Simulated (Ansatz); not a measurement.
An elastic constant from a strain scan in SnO

Level of theory: DFT r2SCAN, scalar-relativistic, plane waves, PAW in Ansatz. The runs took a 500 eV cutoff, a Γ-centred 10×10×4 mesh and Gaussian smearing (0.03 eV). No spin polarisation. Energies are free energies at this smearing, counted from the undisturbed cell; pressure is positive in compression.

The undisturbed cell (relaxed at this level):

```xyz
8
Lattice="2.6924 -2.6924 0.0000 2.6924 2.6924 0.0000 0.0000 0.0000 9.8814" Properties=species:S:1:pos:R:3 pbc="T T T"
Sn    2.6924   -1.3467    8.5582
Sn    2.6924    1.3467    1.3232
Sn    2.6924   -1.3457    3.6175
Sn    2.6924    1.3457    6.2638
O     1.3462    0.0005    2.4703
O     4.0386   -0.0005    7.4110
O     1.3462   -0.0005    7.4110
O     4.0386    0.0005    2.4703
```

The cell is strained by ε times the Voigt pattern (0, 0, 0, 1, 0, 0) (xx, yy, zz, yz, xz, xy; engineering shear) with fractional coordinates fixed. The cell holds 8 atoms in V0 = 143.26 Å³. The stress column is τ = (1/V0) dE/dε, got from the stress tensor σ (compression positive) at each point as −det(1 + εP) σ : P(1 + εP)⁻¹, with P the pattern as a tensor.

```csv
ε,ΔE (meV/atom),τ (GPa)
-0.0175,0.895,-0.917
-0.0150,0.657,-0.786
-0.0125,0.456,-0.655
-0.0100,0.292,-0.524
-0.0075,0.164,-0.393
-0.0050,0.072,-0.262
0.0000,0.000,0.000
0.0050,0.072,0.262
0.0075,0.164,0.393
0.0100,0.292,0.524
0.0125,0.456,0.655
0.0150,0.657,0.786
0.0175,0.895,0.917
0.0200,?,?
```

Question: Which combination of elastic constants does this scan measure, and how large is it?

Answer: For small ε, τ = τ0 + Kε with K = pᵀCp, which for this pattern is C44 in the Cartesian frame shown. The parabola through τ at ε = -0.0050, 0 and 0.0050 has slope K = 52 GPa at zero. The energies per cell, E = NΔE, of the wider pair ε = ±0.0175 give K = 2[E(ε₊)/ε₊ − E(ε₋)/ε₋]/[(ε₊ − ε₋)V0] = 52 GPa, in agreement. These are clamped-ion values.

Question: Predict the withheld row at ε = 0.0200 from the harmonic law, and compare.

Answer: ΔE = V0(τ0 ε + Kε²/2)/N = 1.170 meV/atom and τ = 1.05 GPa. The calculation gives 1.170 meV/atom and 1.05 GPa, a miss of 0.01 meV/atom at most, so the harmonic law still holds here.

Forces appear on the atoms along this scan, and letting them relax would lower the energy and soften the response.

Cost: 9 runs of about 12 core-minutes in all, on Oxide Virtual Turin-like Processor (Zen 5) (shared hosts).